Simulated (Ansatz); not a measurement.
**Te: stress in a strained cell**

Te is deformed so: equal xx and yy strain of -1 %. What stress and forces result, by LAPW, PAW and all-electron datasets made for the crystal?

Method: DFT LDA, scalar-relativistic, in Ansatz 0.2.0.

### 1 The starting structure

It takes space group C2/m (No. 12, monoclinic). The conventional cell has a = 8.468 Å, b = 4.742 Å, c = 3.959 Å, α = 90.00°, β = 91.89°, γ = 90.00°. Te (site symmetry m) is surrounded by 6 Te at 2.99 to 3.25 Å. Te (site symmetry 2/m) has 6 Te at 2.99 to 3.10 Å as nearest neighbours.

Cell or atoms stand a little off a more symmetric structure (R-3m at a tolerance of 0.3 Å), so results at this geometry aren't those of that ideal crystal.

Structure file:

```
Te
1.0
     4.23410   -2.37120    0.00000
     4.23410    2.37120    0.00000
    -0.13045    0.00000    3.95735
Te
3
Direct
  0.67600 0.67600 0.67500
  0.32400 0.32400 0.32500
  0.00000 0.00000 0.00000
```

Atoms are numbered in the order of the input: Te1, Te2, Te3.

### 2 The deformed structure

Space group C2/m before, C2/m after.

### 3 All-electron LAPW

input.yaml

```yaml
crystal:
  lattice:
    - [4.191759, -2.347488, 0.0]
    - [4.191759, 2.347488, 0.0]
    - [-0.1291455, 0.0, 3.95735]
  atoms:
    - { symbol: Te, position: [0.676, 0.676, 0.675] }
    - { symbol: Te, position: [0.324, 0.324, 0.325] }
    - { symbol: Te, position: [0.0, 0.0, 0.0] }
kpoints:
  mp_grid: { grid: [8, 8, 8] }
  band_path:
    path:
      - [0.0, 0.0, 0.0]
      - [-0.328490381, 0.328490381, 0.0]
      - [-0.671509619, -0.328490381, 0.0]
      - [-0.5, -0.5, 0.0]
      - [0.0, 0.0, 0.0]
      - [-0.5, -0.5, 0.5]
      - [-0.6769302621, -0.3230697379, 0.5]
      - [-0.3230697379, 0.3230697379, 0.5]
      - [0.0, 0.0, 0.5]
    npoints: 5
scf:
  occupations: { method: fermi_dirac, width: 0.05 }
hamiltonian:
  xc: lda
  pseudopotentials: { kind: all_electron, lapw: { basis_error: 0.001 } }
output:
  forces: true
  stress: true
  eigenvalues: true
```

Command:

```console
> ansatz run input.yaml --threads 1 --pin off --max-ram 6144MiB --backend cpu --events-out ev --progress --plain --runs-dir out
```

### 4 PAW with frozen cores

input.yaml

```yaml
crystal:
  lattice:
    - [4.191759, -2.347488, 0.0]
    - [4.191759, 2.347488, 0.0]
    - [-0.1291455, 0.0, 3.95735]
  atoms:
    - { symbol: Te, position: [0.676, 0.676, 0.675] }
    - { symbol: Te, position: [0.324, 0.324, 0.325] }
    - { symbol: Te, position: [0.0, 0.0, 0.0] }
kpoints:
  mp_grid: { grid: [8, 8, 8] }
scf:
  occupations: { method: fermi_dirac, width: 0.05 }
hamiltonian:
  xc: lda
  pseudopotentials: { kind: paw }
output:
  forces: true
  stress: true
  eigenvalues: true
  efg: { contact_densities: true }
  write_density: true
  write_potential: true
  elf: true
  volumetric_format: npy
```

### 5 All-electron PAW on datasets made for the crystal

Changes to input.yaml since step 4:

```diff
@@ -15,3 +15,3 @@
   xc: lda
-  pseudopotentials: { kind: paw }
+  pseudopotentials: { kind: all_electron, datasets: crystal }
 output:
@@ -21,5 +21 @@
   efg: { contact_densities: true }
-  write_density: true
-  write_potential: true
-  elf: true
-  volumetric_format: npy
```

(Steps that only read results are left out.)

What does the calculation give? Wanted: pressure; largest shear or deviatoric stress.

As calculated:

```
                                 quantity                                           value
                                 pressure  LAPW 6.83, PAW 6.80, crystal datasets 6.83 GPa
largest shear or deviatoric stress (LAPW)                                        0.92 GPa
```

**Reading.** The largest part of the stress beyond the pressure is 0.92 GPa in size, in the xz component; the atoms are carried along and not relaxed. No run of the undeformed cell stands beside it, so the pressure holds what the given cell had before the change. PAW: stress within 0.04 GPa of LAPW, forces within 1 meV/Å. Crystal datasets: stress within 0.01 GPa of LAPW, forces within 1 meV/Å. Spin-orbit coupling is left out, though the cell holds Te; in elements this heavy it can shift bands and gaps by tenths of an eV.
